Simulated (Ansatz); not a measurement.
# BaTe (rocksalt): zero-pressure volume and bulk modulus with rPW86-PBE + rVV10

Aim: take the cell of BaTe (rocksalt) to zero pressure with rPW86-PBE + rVV10, then fit an equation of state.

Method: DFT rPW86-PBE + rVV10, scalar-relativistic, plane waves, PAW, in Ansatz 0.2.0.

## Step 1: The starting structure

It takes space group Fm-3m (No. 225, cubic). The conventional cell has a = 6.820 Å, b = 6.820 Å, c = 6.820 Å, α = 90.00°, β = 90.00°, γ = 90.00°. Ba (site symmetry m-3m) has 6 Te at 3.41 Å in its first shell of neighbours. Around Te (site symmetry m-3m) lie 6 Ba at 3.41 Å.

Coordinates:

```
CELL_PARAMETERS angstrom
0.00000 3.41000 3.41000
3.41000 0.00000 3.41000
3.41000 3.41000 0.00000
ATOMIC_POSITIONS crystal
Ba 0.50000 0.50000 0.50000
Te 0.00000 0.00000 0.00000
```

An earlier run on this cell at PBE gave 3.81 GPa at 39.652 Å³/atom (6×6×6 mesh), gap on the mesh 1.43 eV. The cell is compressed at this level.

## Step 2: At the given cell

input.yaml reads:

```yaml
crystal:
  lattice:
    - [0.0, 3.409999398, 3.409999398]
    - [3.409999398, 0.0, 3.409999398]
    - [3.409999398, 3.409999398, 0.0]
  atoms:
    - { symbol: Ba, position: [0.5, 0.5, 0.5] }
    - { symbol: Te, position: [0.0, 0.0, 0.0] }
basis:
  ecutwfc: 420
  ecutrho_ratio: 4
kpoints:
  mp_grid: { grid: [6, 6, 6] }
hamiltonian:
  xc: { exchange: rpw86, correlation: pbe }
  dispersion: rvv10
scf:
  occupations: { method: gaussian, width: 0.05 }
output:
  forces: true
  stress: true
  eigenvalues: true
```

Launch:

```
> ansatz run input.yaml --threads 4 --pin off --max-ram 8192MiB --backend cpu --events-out ev --progress --plain --runs-dir out
```

Output, cut to the lines that bear on the results:

```text
Warning: RAYON_NUM_THREADS=4 ignored (pool sized by the plan → 4); use --threads N
[...]
Pseudopotentials: kind: paw
Pseudopotential: Ba, paw, valence charge 10, recommended cutoff 420 eV (normal), Ba.paw.azcp
Pseudopotential: Te, paw, valence charge 16, recommended cutoff 420 eV (normal), Te.paw.azcp
Functional definition: unnamed
[...]
Crystal: 2 atoms, lattice volume = 79.304 Å³
Basis set: ecut = 420 eV, 1471 PW (Γ), exchange–correlation on 72×72×72 points (8 copies of the dense FFT grid, shifted against one another)
Bands: 17, of which v1, the nominal top of the filled ones, is band 13 counted from 1 (12 counted from 0)
Symmetry: 48 space group operations
Space group: Fm-3m (ITA 225), of the structure as read, at distance tolerance 4.3e-5 Å
k-points: 16 of 216
[...]
rVV10 density: all electrons in the spheres
[...]
SCF iter   1: F=—  HF=-13030.028071 eV  |F-HF|=—  |Δ(HF+E_count)|=         —  Δρ=2.80e-3  dr2=9.86e-3  ethr=1.77e-3  ⟨swp⟩=9.1  Hψ=1731  notcnv=0
[...]
SCF iter   6: F=-13030.024336 eV  HF=-13030.024336 eV  |F-HF|=4.37e-10  |Δ(HF+E_count)|=   1.11e-8  Δρ=1.49e-6  dr2=1.33e-9  ethr=2.27e-10  ⟨swp⟩=4.6  Hψ=1523  notcnv=0
[...]
SCF converged after 6 iterations
Free energy (F): -13030.024336 eV
[...]
E sigma→0 (E₀):  -13030.024336 eV
Fermi energy:    7.957768 eV
[...]
--- Forces (eV/Å), atoms counted from 1 ---
  atom   1  Ba     0.00000000    -0.00000000     0.00000000
  atom   2  Te    -0.00000000     0.00000000    -0.00000000
[...]
--- Stress (GPa, compression-positive) ---
        3.918646       0.000000      -0.000000
       -0.000000       3.918646       0.000000
        0.000000      -0.000000       3.918646
  P = ⅓ Tr σ = 3.9186 GPa (39.186 kbar)
--- Band table (eV; the first three rows and the last of 16) ---
  k-point 0: bands = ["-27.6348", "-27.6348", "-27.6223", "-27.6223", "-27.6223", "-19.3222", "-4.5247", "-4.5247", "-4.5247", "-2.3927", "7.3023", "7.3023", "7.3023", "10.1624", "10.1624", "10.1624", "10.4702"]
[...]
```

Run time: 1.3 s. Hardware: 4 threads of Arm Neoverse V1, shared host; peak memory 0.39 GiB.

In short: volume 39.652 Å³/atom, pressure 3.92 GPa, mesh gap 1.31 eV.

## Step 3: Stepping to 40.688 Å³/atom

Changes to input.yaml since step 2:

```diff
@@ -2,5 +2,5 @@
   lattice:
-    - [0.0, 3.409999398, 3.409999398]
-    - [3.409999398, 0.0, 3.409999398]
-    - [3.409999398, 3.409999398, 0.0]
+    - [0.0, 3.4394391276, 3.4394391276]
+    - [3.4394391276, 0.0, 3.4394391276]
+    - [3.4394391276, 3.4394391276, 0.0]
   atoms:
```

Launch:

```
> ansatz run input.yaml --threads 4 --pin off --max-ram 8192MiB --backend cpu --events-out ev --progress --plain --runs-dir out
```

Output, cut to the lines that bear on the results:

```text
Warning: RAYON_NUM_THREADS=4 ignored (pool sized by the plan → 4); use --threads N
[...]
[... 4 set-up lines as earlier in the session ...]
[...]
Crystal: 2 atoms, lattice volume = 81.375 Å³
Basis set: ecut = 420 eV, 1639 PW (Γ), exchange–correlation on 72×72×72 points (8 copies of the dense FFT grid, shifted against one another)
Bands: 17, of which v1, the nominal top of the filled ones, is band 13 counted from 1 (12 counted from 0)
[... 2 set-up lines as earlier in the session ...]
k-points: 16 of 216
[...]
rVV10 density: all electrons in the spheres
[...]
SCF iter   1: F=—  HF=-13030.071426 eV  |F-HF|=—  |Δ(HF+E_count)|=         —  Δρ=2.88e-3  dr2=1.11e-2  ethr=1.77e-3  ⟨swp⟩=9.2  Hψ=1753  notcnv=0
[...]
SCF iter   6: F=-13030.067305 eV  HF=-13030.067305 eV  |F-HF|=2.06e-9  |Δ(HF+E_count)|=   1.17e-8  Δρ=1.62e-6  dr2=8.85e-10  ethr=1.47e-10  ⟨swp⟩=4.5  Hψ=1478  notcnv=0
[...]
SCF converged after 6 iterations
Free energy (F): -13030.067305 eV
[...]
E sigma→0 (E₀):  -13030.067305 eV
Fermi energy:    7.693038 eV
[...]
--- Forces (eV/Å), atoms counted from 1 ---
  atom   1  Ba     0.00000000     0.00000000     0.00000000
  atom   2  Te    -0.00000000     0.00000000    -0.00000000
[...]
--- Stress (GPa, compression-positive) ---
        2.751759      -0.000000       0.000000
       -0.000000       2.751759       0.000000
        0.000000      -0.000000       2.751759
  P = ⅓ Tr σ = 2.7518 GPa (27.518 kbar)
--- Band table (eV; the first three rows and the last of 16) ---
  k-point 0: bands = ["-27.9097", "-27.9097", "-27.8980", "-27.8980", "-27.8980", "-19.6756", "-4.8716", "-4.8716", "-4.8716", "-2.6278", "7.0101", "7.0101", "7.0101", "9.8840", "9.8840", "9.8840", "10.0568"]
[...]
```

Run time: 1.2 s. Hardware: 4 threads of Arm Neoverse V1, shared host; peak memory 0.4 GiB.

This gives: volume 40.688 Å³/atom, pressure 2.75 GPa, gap on the mesh 1.37 eV.

## Step 4: Stepping to 43.908 Å³/atom

Changes to input.yaml since step 3:

```diff
@@ -2,5 +2,5 @@
   lattice:
-    - [0.0, 3.4394391276, 3.4394391276]
-    - [3.4394391276, 0.0, 3.4394391276]
-    - [3.4394391276, 3.4394391276, 0.0]
+    - [0.0, 3.5278796949, 3.5278796949]
+    - [3.5278796949, 0.0, 3.5278796949]
+    - [3.5278796949, 3.5278796949, 0.0]
   atoms:
```

Launch:

```
> ansatz run input.yaml --threads 4 --pin off --max-ram 8192MiB --backend cpu --events-out ev --progress --plain --runs-dir out
```

Output, cut to the lines that bear on the results:

```text
Warning: RAYON_NUM_THREADS=4 ignored (pool sized by the plan → 4); use --threads N
[...]
[... 4 set-up lines as earlier in the session ...]
[...]
Crystal: 2 atoms, lattice volume = 87.816 Å³
Basis set: ecut = 420 eV, 1759 PW (Γ), exchange–correlation on 72×72×72 points (8 copies of the dense FFT grid, shifted against one another)
Bands: 17, of which v1, the nominal top of the filled ones, is band 13 counted from 1 (12 counted from 0)
[... 1 set-up line as earlier in the session ...]
Space group: Fm-3m (ITA 225), of the structure as read, at distance tolerance 4.4e-5 Å
k-points: 16 of 216
[...]
rVV10 density: all electrons in the spheres
[...]
SCF iter   1: F=—  HF=-13030.123155 eV  |F-HF|=—  |Δ(HF+E_count)|=         —  Δρ=3.00e-3  dr2=1.46e-2  ethr=1.77e-3  ⟨swp⟩=9.1  Hψ=1730  notcnv=0
[...]
SCF iter   6: F=-13030.117899 eV  HF=-13030.117899 eV  |F-HF|=2.63e-9  |Δ(HF+E_count)|=   1.09e-9  Δρ=1.77e-6  dr2=1.16e-9  ethr=1.44e-10  ⟨swp⟩=4.8  Hψ=1610  notcnv=0
[...]
SCF converged after 6 iterations
Free energy (F): -13030.117899 eV
[...]
E sigma→0 (E₀):  -13030.117899 eV
Fermi energy:    6.948264 eV
[...]
--- Forces (eV/Å), atoms counted from 1 ---
  atom   1  Ba     0.00000000     0.00000000     0.00000000
  atom   2  Te    -0.00000000     0.00000000     0.00000000
[...]
--- Stress (GPa, compression-positive) ---
       -0.049436      -0.000000       0.000000
       -0.000000      -0.049436      -0.000000
        0.000000      -0.000000      -0.049436
  P = ⅓ Tr σ = -0.0494 GPa (-0.494 kbar)
--- Band table (eV; the first three rows and the last of 16) ---
  k-point 0: bands = ["-28.6846", "-28.6846", "-28.6751", "-28.6751", "-28.6751", "-20.6867", "-5.8630", "-5.8630", "-5.8630", "-3.2862", "6.1937", "6.1937", "6.1937", "8.9028", "9.0932", "9.0932", "9.0932"]
[...]
```

Wall time 1.2 s (4 threads of Arm Neoverse V1, shared host); peak memory 0.4 GiB.

In short: volume 43.908 Å³/atom, pressure -0.05 GPa, mesh gap 1.51 eV.

## Step 5: Stepping to 43.838 Å³/atom

Changes to input.yaml since step 4:

```diff
@@ -2,5 +2,5 @@
   lattice:
-    - [0.0, 3.5278796949, 3.5278796949]
-    - [3.5278796949, 0.0, 3.5278796949]
-    - [3.5278796949, 3.5278796949, 0.0]
+    - [0.0, 3.5260015588, 3.5260015588]
+    - [3.5260015588, 0.0, 3.5260015588]
+    - [3.5260015588, 3.5260015588, 0.0]
   atoms:
```

Launch:

```
> ansatz run input.yaml --threads 4 --pin off --max-ram 8192MiB --backend cpu --events-out ev --progress --plain --runs-dir out
```

Output, cut to the lines that bear on the results:

```text
Warning: RAYON_NUM_THREADS=4 ignored (pool sized by the plan → 4); use --threads N
[...]
[... 4 set-up lines as earlier in the session ...]
[...]
Crystal: 2 atoms, lattice volume = 87.675 Å³
Basis set: ecut = 420 eV, 1687 PW (Γ), exchange–correlation on 72×72×72 points (8 copies of the dense FFT grid, shifted against one another)
Bands: 17, of which v1, the nominal top of the filled ones, is band 13 counted from 1 (12 counted from 0)
[... 2 set-up lines as earlier in the session ...]
k-points: 16 of 216
[...]
rVV10 density: all electrons in the spheres
[...]
SCF iter   1: F=—  HF=-13030.123232 eV  |F-HF|=—  |Δ(HF+E_count)|=         —  Δρ=2.98e-3  dr2=1.42e-2  ethr=1.77e-3  ⟨swp⟩=8.9  Hψ=1728  notcnv=0
[...]
SCF iter   6: F=-13030.117905 eV  HF=-13030.117905 eV  |F-HF|=2.48e-9  |Δ(HF+E_count)|=  1.84e-10  Δρ=1.62e-6  dr2=9.02e-10  ethr=2.30e-10  ⟨swp⟩=4.7  Hψ=1496  notcnv=0
[...]
SCF converged after 6 iterations
Free energy (F): -13030.117905 eV
[...]
E sigma→0 (E₀):  -13030.117905 eV
Fermi energy:    6.963329 eV
[...]
--- Forces (eV/Å), atoms counted from 1 ---
  atom   1  Ba     0.00000000    -0.00000000     0.00000000
  atom   2  Te    -0.00000000     0.00000000     0.00000000
[...]
--- Stress (GPa, compression-positive) ---
        0.000384      -0.000000       0.000000
        0.000000       0.000384      -0.000000
       -0.000000      -0.000000       0.000384
  P = ⅓ Tr σ = 0.0004 GPa (0.004 kbar)
--- Band table (eV; the first three rows and the last of 16) ---
  k-point 0: bands = ["-28.6689", "-28.6689", "-28.6593", "-28.6593", "-28.6593", "-20.6660", "-5.8427", "-5.8427", "-5.8427", "-3.2729", "6.2101", "6.2101", "6.2101", "8.9260", "9.1094", "9.1094", "9.1094"]
[...]
```

Wall time 1.2 s (4 threads of Arm Neoverse V1, shared host); peak memory 0.4 GiB.

This gives: volume 43.838 Å³/atom, pressure 0.00 GPa, mesh gap 1.51 eV.

## Step 6: Volume × 0.98 of the new zero

Changes to input.yaml since step 5:

```diff
@@ -2,5 +2,5 @@
   lattice:
-    - [0.0, 3.5260015588, 3.5260015588]
-    - [3.5260015588, 0.0, 3.5260015588]
-    - [3.5260015588, 3.5260015588, 0.0]
+    - [0.0, 3.5023364058, 3.5023364058]
+    - [3.5023364058, 0.0, 3.5023364058]
+    - [3.5023364058, 3.5023364058, 0.0]
   atoms:
```

Launch:

```
> ansatz run input.yaml --threads 4 --pin off --max-ram 8192MiB --backend cpu --events-out ev --progress --plain --runs-dir out
```

Output, cut to the lines that bear on the results:

```text
Warning: RAYON_NUM_THREADS=4 ignored (pool sized by the plan → 4); use --threads N
[...]
[... 4 set-up lines as earlier in the session ...]
[...]
Crystal: 2 atoms, lattice volume = 85.922 Å³
Basis set: ecut = 420 eV, 1687 PW (Γ), exchange–correlation on 72×72×72 points (8 copies of the dense FFT grid, shifted against one another)
Bands: 17, of which v1, the nominal top of the filled ones, is band 13 counted from 1 (12 counted from 0)
[... 2 set-up lines as earlier in the session ...]
k-points: 16 of 216
[...]
rVV10 density: all electrons in the spheres
[...]
SCF iter   1: F=—  HF=-13030.119395 eV  |F-HF|=—  |Δ(HF+E_count)|=         —  Δρ=2.98e-3  dr2=1.37e-2  ethr=1.77e-3  ⟨swp⟩=9.1  Hψ=1737  notcnv=0
[...]
SCF iter   6: F=-13030.114364 eV  HF=-13030.114364 eV  |F-HF|=2.71e-9  |Δ(HF+E_count)|=   9.68e-9  Δρ=1.77e-6  dr2=1.09e-9  ethr=1.35e-10  ⟨swp⟩=4.6  Hψ=1532  notcnv=0
[...]
SCF converged after 6 iterations
Free energy (F): -13030.114364 eV
[...]
E sigma→0 (E₀):  -13030.114364 eV
Fermi energy:    7.155906 eV
[...]
--- Forces (eV/Å), atoms counted from 1 ---
  atom   1  Ba     0.00000000    -0.00000000     0.00000000
  atom   2  Te    -0.00000000     0.00000000     0.00000000
[...]
--- Stress (GPa, compression-positive) ---
        0.661994       0.000000      -0.000000
       -0.000000       0.661994       0.000000
       -0.000000       0.000000       0.661994
  P = ⅓ Tr σ = 0.6620 GPa (6.620 kbar)
--- Band table (eV; the first three rows and the last of 16) ---
  k-point 0: bands = ["-28.4684", "-28.4684", "-28.4583", "-28.4583", "-28.4583", "-20.4023", "-5.5842", "-5.5842", "-5.5842", "-3.1030", "6.4204", "6.4204", "6.4204", "9.2231", "9.3149", "9.3149", "9.3149"]
[...]
```

It took 1.2 s on 4 threads of Arm Neoverse V1, shared host; peak memory 0.4 GiB.

This gives: volume 42.961 Å³/atom, pressure 0.66 GPa, mesh gap 1.47 eV.

## Step 7: Volume × 1.02 of the new zero

Changes to input.yaml since step 6:

```diff
@@ -2,5 +2,5 @@
   lattice:
-    - [0.0, 3.5023364058, 3.5023364058]
-    - [3.5023364058, 0.0, 3.5023364058]
-    - [3.5023364058, 3.5023364058, 0.0]
+    - [0.0, 3.549353243, 3.549353243]
+    - [3.549353243, 0.0, 3.549353243]
+    - [3.549353243, 3.549353243, 0.0]
   atoms:
```

Launch:

```
> ansatz run input.yaml --threads 4 --pin off --max-ram 8192MiB --backend cpu --events-out ev --progress --plain --runs-dir out
```

Output, cut to the lines that bear on the results:

```text
Warning: RAYON_NUM_THREADS=4 ignored (pool sized by the plan → 4); use --threads N
[...]
[... 4 set-up lines as earlier in the session ...]
[...]
Crystal: 2 atoms, lattice volume = 89.429 Å³
Basis set: ecut = 420 eV, 1807 PW (Γ), exchange–correlation on 72×72×72 points (8 copies of the dense FFT grid, shifted against one another)
Bands: 17, of which v1, the nominal top of the filled ones, is band 13 counted from 1 (12 counted from 0)
[... 1 set-up line as earlier in the session ...]
Space group: Fm-3m (ITA 225), of the structure as read, at distance tolerance 4.5e-5 Å
k-points: 16 of 216
[...]
rVV10 density: all electrons in the spheres
[...]
SCF iter   1: F=—  HF=-13030.120066 eV  |F-HF|=—  |Δ(HF+E_count)|=         —  Δρ=3.00e-3  dr2=1.52e-2  ethr=1.77e-3  ⟨swp⟩=9.1  Hψ=1742  notcnv=0
[...]
SCF iter   6: F=-13030.114613 eV  HF=-13030.114613 eV  |F-HF|=2.96e-9  |Δ(HF+E_count)|=   3.65e-9  Δρ=1.87e-6  dr2=1.32e-9  ethr=1.66e-10  ⟨swp⟩=4.9  Hψ=1574  notcnv=0
[...]
SCF converged after 6 iterations
Free energy (F): -13030.114613 eV
[...]
E sigma→0 (E₀):  -13030.114613 eV
Fermi energy:    6.778164 eV
[...]
--- Forces (eV/Å), atoms counted from 1 ---
  atom   1  Ba     0.00000000    -0.00000000    -0.00000000
  atom   2  Te    -0.00000000     0.00000000    -0.00000000
[...]
--- Stress (GPa, compression-positive) ---
       -0.593534      -0.000000       0.000000
        0.000000      -0.593534      -0.000000
        0.000000      -0.000000      -0.593534
  P = ⅓ Tr σ = -0.5935 GPa (-5.935 kbar)
--- Band table (eV; the first three rows and the last of 16) ---
  k-point 0: bands = ["-28.8617", "-28.8617", "-28.8528", "-28.8528", "-28.8528", "-20.9212", "-6.0929", "-6.0929", "-6.0929", "-3.4361", "6.0085", "6.0085", "6.0085", "8.6413", "8.9110", "8.9110", "8.9110"]
[...]
```

Run time: 1.2 s. Hardware: 4 threads of Arm Neoverse V1, shared host; peak memory 0.4 GiB.

This gives: volume 44.714 Å³/atom, pressure -0.59 GPa, mesh gap 1.54 eV.

## Step 8: Volume × 0.96 of the new zero

Changes to input.yaml since step 7:

```diff
@@ -2,5 +2,5 @@
   lattice:
-    - [0.0, 3.549353243, 3.549353243]
-    - [3.549353243, 0.0, 3.549353243]
-    - [3.549353243, 3.549353243, 0.0]
+    - [0.0, 3.4783470474, 3.4783470474]
+    - [3.4783470474, 0.0, 3.4783470474]
+    - [3.4783470474, 3.4783470474, 0.0]
   atoms:
```

Launch:

```
> ansatz run input.yaml --threads 4 --pin off --max-ram 8192MiB --backend cpu --events-out ev --progress --plain --runs-dir out
```

Output, cut to the lines that bear on the results:

```text
Warning: RAYON_NUM_THREADS=4 ignored (pool sized by the plan → 4); use --threads N
[...]
[... 4 set-up lines as earlier in the session ...]
[...]
Crystal: 2 atoms, lattice volume = 84.168 Å³
Basis set: ecut = 420 eV, 1639 PW (Γ), exchange–correlation on 72×72×72 points (8 copies of the dense FFT grid, shifted against one another)
Bands: 17, of which v1, the nominal top of the filled ones, is band 13 counted from 1 (12 counted from 0)
[... 2 set-up lines as earlier in the session ...]
k-points: 16 of 216
[...]
rVV10 density: all electrons in the spheres
[...]
SCF iter   1: F=—  HF=-13030.107824 eV  |F-HF|=—  |Δ(HF+E_count)|=         —  Δρ=2.95e-3  dr2=1.27e-2  ethr=1.77e-3  ⟨swp⟩=9.1  Hψ=1750  notcnv=0
[...]
SCF iter   6: F=-13030.103151 eV  HF=-13030.103151 eV  |F-HF|=1.92e-9  |Δ(HF+E_count)|=   2.08e-8  Δρ=1.52e-6  dr2=9.38e-10  ethr=1.36e-10  ⟨swp⟩=4.8  Hψ=1480  notcnv=0
[...]
SCF converged after 6 iterations
Free energy (F): -13030.103151 eV
[...]
E sigma→0 (E₀):  -13030.103151 eV
Fermi energy:    7.356340 eV
[...]
--- Forces (eV/Å), atoms counted from 1 ---
  atom   1  Ba     0.00000000    -0.00000000     0.00000000
  atom   2  Te    -0.00000000    -0.00000000    -0.00000000
[...]
--- Stress (GPa, compression-positive) ---
        1.399159       0.000000       0.000000
       -0.000000       1.399159      -0.000000
        0.000000       0.000000       1.399159
  P = ⅓ Tr σ = 1.3992 GPa (13.992 kbar)
--- Band table (eV; the first three rows and the last of 16) ---
  k-point 0: bands = ["-28.2598", "-28.2598", "-28.2491", "-28.2491", "-28.2491", "-20.1296", "-5.3169", "-5.3169", "-5.3169", "-2.9259", "6.6399", "6.6399", "6.6399", "9.5279", "9.5279", "9.5279", "9.5334"]
[...]
```

It took 1.2 s on 4 threads of Arm Neoverse V1, shared host; peak memory 0.4 GiB.

In short: volume 42.084 Å³/atom, pressure 1.40 GPa, gap on the mesh 1.43 eV.

## Step 9: Volume × 1.04 of the new zero

Changes to input.yaml since step 8:

```diff
@@ -2,5 +2,5 @@
   lattice:
-    - [0.0, 3.4783470474, 3.4783470474]
-    - [3.4783470474, 0.0, 3.4783470474]
-    - [3.4783470474, 3.4783470474, 0.0]
+    - [0.0, 3.5724016372, 3.5724016372]
+    - [3.5724016372, 0.0, 3.5724016372]
+    - [3.5724016372, 3.5724016372, 0.0]
   atoms:
```

Launch:

```
> ansatz run input.yaml --threads 4 --pin off --max-ram 8192MiB --backend cpu --events-out ev --progress --plain --runs-dir out
```

Output, cut to the lines that bear on the results:

```text
Warning: RAYON_NUM_THREADS=4 ignored (pool sized by the plan → 4); use --threads N
[...]
[... 4 set-up lines as earlier in the session ...]
[...]
Crystal: 2 atoms, lattice volume = 91.182 Å³
Basis set: ecut = 420 eV, 1807 PW (Γ), exchange–correlation on 72×72×72 points (8 copies of the dense FFT grid, shifted against one another)
Bands: 17, of which v1, the nominal top of the filled ones, is band 13 counted from 1 (12 counted from 0)
[... 2 set-up lines as earlier in the session ...]
k-points: 16 of 216
[...]
rVV10 density: all electrons in the spheres
[...]
SCF iter   1: F=—  HF=-13030.110800 eV  |F-HF|=—  |Δ(HF+E_count)|=         —  Δρ=2.97e-3  dr2=1.53e-2  ethr=1.77e-3  ⟨swp⟩=8.9  Hψ=1727  notcnv=0
[...]
SCF iter   6: F=-13030.105145 eV  HF=-13030.105145 eV  |F-HF|=2.54e-9  |Δ(HF+E_count)|=   1.09e-8  Δρ=1.75e-6  dr2=1.13e-9  ethr=2.63e-10  ⟨swp⟩=4.9  Hψ=1558  notcnv=0
[...]
SCF converged after 6 iterations
Free energy (F): -13030.105145 eV
[...]
E sigma→0 (E₀):  -13030.105145 eV
Fermi energy:    6.599972 eV
[...]
--- Forces (eV/Å), atoms counted from 1 ---
  atom   1  Ba     0.00000000     0.00000000     0.00000000
  atom   2  Te    -0.00000000     0.00000000     0.00000000
[...]
--- Stress (GPa, compression-positive) ---
       -1.126991       0.000000      -0.000000
        0.000000      -1.126991       0.000000
       -0.000000       0.000000      -1.126991
  P = ⅓ Tr σ = -1.1270 GPa (-11.270 kbar)
--- Band table (eV; the first three rows and the last of 16) ---
  k-point 0: bands = ["-29.0473", "-29.0473", "-29.0388", "-29.0388", "-29.0388", "-21.1683", "-6.3350", "-6.3350", "-6.3350", "-3.5929", "5.8151", "5.8151", "5.8151", "8.3683", "8.7193", "8.7193", "8.7193"]
[...]
```

Wall time 1.2 s (4 threads of Arm Neoverse V1, shared host); peak memory 0.4 GiB.

Result: volume 45.591 Å³/atom, pressure -1.13 GPa, gap on the mesh 1.57 eV.

## Step 10: Energy and pressure against volume

Energies have the smearing extrapolated to zero and count from the lowest point.

| volume (Å³/atom) | energy (meV/atom) | pressure (GPa) |
| --- | --- | --- |
| 42.084 | 7.38 | 1.40 |
| 42.961 | 1.77 | 0.66 |
| 43.838 | 0.00 | 0.00 |
| 44.714 | 1.65 | -0.59 |
| 45.591 | 6.38 | -1.13 |

volume (Å³/atom), energy (meV/atom) and a bar:
```
    42.08        7.4 ##############################
    42.96        1.8 #######
    43.84        0.0 
    44.71        1.6 #######
    45.59        6.4 ##########################
```

## Step 11: Results

| quantity | value |
| --- | --- |
| V0 | 43.838 Å³/atom |
| B0 | 31 GPa |
| gap on the mesh | 1.51 eV |
| time in all | 9.6 s |

rPW86-PBE + rVV10 puts the minimum at 43.84 Å³/atom, +10.6 % from the cell given, which stood at 3.8 GPa under PBE, with a bulk modulus of 31 GPa. The PAW datasets were made for PBE.

Spin-orbit coupling is left out, though the cell holds Te; it can move the gap.
